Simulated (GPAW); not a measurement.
TaN:

```xyz
4
Lattice="2.9218 0.0000 0.0000 -1.4609 2.5303 0.0000 0.0000 0.0000 5.9165" Properties=species:S:1:pos:R:3 pbc="T T T"
Ta    0.0000    0.0000    2.9583
Ta    0.0000    0.0000    0.0000
N     0.0000    1.6869    1.4791
N     1.4609    0.8434    4.4374
```

The cell comes from a database or a generator and needn't be the stable form of this composition.

| Quantity | Value |
| --- | --- |
| Program | GPAW 26.7.0 |
| Task | relaxation of cell and atoms |
| Functional | RPBE |
| Dispersion | D3(BJ) |
| Potentials or basis | the program's PAW data sets (release 1.2.1) made for this functional |
| Cutoff | 800 eV |
| Basis | pw |
| k mesh | 7 × 7 × 4 |
| Occupations | fermi-dirac, width 0.05 eV |
| Spin | no spin polarisation |

At the start: pressure -37.3 GPa; volume 10.94 Å³/atom.

Task: How do energy, volume and symmetry change on relaxing?

Result: Over 6 steps the energy falls by 143.0 meV/atom and the volume is 9.79 Å³/atom (-10.5 %); space group P6_3/mmc (No. 194, to 0.05 Å).

Step by step:
| step | energy change (eV) | largest force (eV/Å) | pressure (GPa) | volume (Å³) |
| --- | --- | --- | --- | --- |
| 1 | 0.0000 | 0.0000 | -37.31 | 43.74 |
| 2 | -0.2429 | 0.0000 | -29.73 | 42.56 |
| 3 | -0.5606 | 0.0000 | 4.99 | 38.73 |
| 4 | -0.5701 | 0.0000 | -0.40 | 39.21 |
| 5 | -0.5708 | 0.0000 | -0.19 | 39.19 |
| 6 | -0.5722 | 0.0000 | 0.06 | 39.14 |

Final structure:
```
Ta N
1.0
     2.80752    0.00000    0.00000
    -1.40376    2.43138    0.00000
     0.00000    0.00000    5.73443
Ta N
2 2
Direct
  0.00000 0.00000 0.50000
  0.00000 0.00000 0.00000
  0.33333 0.66667 0.25000
  0.66667 0.33333 0.75000
```

Caveat: later steps reuse the first step's grids; pairwise dispersion overbinds metals, which lowers pressure and volume.
